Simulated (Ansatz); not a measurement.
Runs of Ansatz 0.2.0 on In. The cell holds a slab with vacuum, 4 atoms: a = 3.335 Å, b = 3.335 Å, c = 23.264 Å, α = 90.00°, β = 90.00°, γ = 120.00°. 

```tsv
task	level	cell	cutoff (eV)	basis error allowed	gap on the mesh (eV)	largest force (eV/Å)	work function (eV)
work function	PBEsol	as given	154	0.002 eV/atom	none	0.10	3.84
work function	LDA	as given	155	0.002 eV/atom	none	0.16	(a)
projected density of states	PBE	the (0 0 1) slab of In, cut from the database cell, not relaxed	154	0.002 eV/atom	-	0.11	(b)
single point	PBE	the (0 0 1) slab of In, cut from the database cell, not relaxed	168	0.001 eV/atom	none	0.11	-
```

Alike in all rows: potentials or basis all-electron LAPW, scalar-relativistic; no spin polarisation; k mesh 9 × 9 × 1; smearing fermi-dirac 0.05 eV.

Task: Fill in the values left out.

Result: (a) 4.04; (b) 3.75.

A k mesh can miss the band edges, and the runs leave out spin-orbit coupling on In.

A gap of «none» marks a metal or a gap under the smearing width.

Not every run made on this cell is shown here.
